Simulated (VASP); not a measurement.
Set up this calculation in VASP 6.6.1, as the native input.

```
Task                   : single point
Functional             : LDA
Potentials or basis    : VASP PAW LDA potentials, release 64 (Tl_d)
Cutoff                 : 520 eV
k mesh                 : 7 × 7 × 10
Occupations            : fermi-dirac, width 0.1 eV
Spin                   : no spin polarisation
Dipole correction      : no
Further INCAR settings : ALGO = Normal; EDIFF = 1e-06; NBANDS = 26
```

The structure of Tl lies in POSCAR:

```
Tl
1.0
    5.3642080986      0.0000000000      0.0000000000
   -2.6821040493      4.6455404846      0.0000000000
    0.0000000000      0.0000000000      3.3021658846
Tl
3
Direct
    1.0000000000      0.0000000000      1.0000000000
    0.3333333333      0.6666666667      0.5000000000
    0.6666666667      0.3333333333      0.5000000000
```

The cell was built by a generator and needn't be a form met in nature.

One way to write it, as run:

INCAR

```
SYSTEM = Tl
PREC = Accurate ; ENCUT = 520
EDIFF = 1E-6 ; ISMEAR = -1
SIGMA = 0.1 ; LREAL = .FALSE.
LASPH = .TRUE. ; NELM = 80
ALGO = Normal ; ISIF = 2
LWAVE = .FALSE. ; LCHARG = .TRUE.
GGA = CA ; LELF = .TRUE.
LVHAR = .TRUE. ; NBANDS = 26
```

KPOINTS

```
regular mesh
0
G
  7 7 10
  0 0 0
```

Potentials or basis: VASP PAW LDA potentials, release 64 (Tl_d).

Command:

```console
$ cat potpaw_LDA.64/Tl_d/POTCAR > POTCAR
$ mpirun -np 1 vasp_std > vasp.out
```

It gave:

* Pressure: 0.1 GPa
* Band gap on the k mesh: none (metal or under the smearing width)

Run time: 36 s on 1 thread of AMD EPYC 9R45 (Zen 5) (shared host), peak memory 0.18 GiB.
